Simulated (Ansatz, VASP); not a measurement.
## NaF: VASP beside Ansatz

```
Na F
1.0
     0.00000    2.13507    2.13507
     2.13507    0.00000    2.13507
     2.13507    2.13507    0.00000
Na F
1 1
Direct
  0.00000 0.00000 0.00000
  0.50000 0.50000 0.50000
```

Alike in both runs: functional PBE; k mesh 10 × 10 × 10; occupations gaussian, width 0.02 eV; no spin polarisation.

Ansatz relaxed the structure, and its values are those at the end. VASP's run is a single point on that final structure, the one shown.

```csv
,VASP,Ansatz
version,VASP 6.6.1,Ansatz 0.2.0
potentials or method,"VASP PAW PBE potentials, release 64 (Na_pv, F)","scalar-relativistic, plane waves, PAW"
plane-wave cutoff (eV),520,420
valence electrons in the cell,14,16
```

Ansatz gave:

- gap on the k mesh at the Fermi level (eV): 7.88
- least direct gap on the mesh (eV): 7.88
- pressure (GPa): 25.0

Estimate VASP's values.

gap on the k mesh at the Fermi level (eV): 7.85; least direct gap on the mesh (eV): 7.85; pressure (GPa): 25.4.

The two sets of potentials don't hold the same shells in valence.

Caveats: so large a pressure means that the cell lies far from this level's equilibrium, or that cutoff or potentials fall short (VASP). A k mesh can miss the band edges.
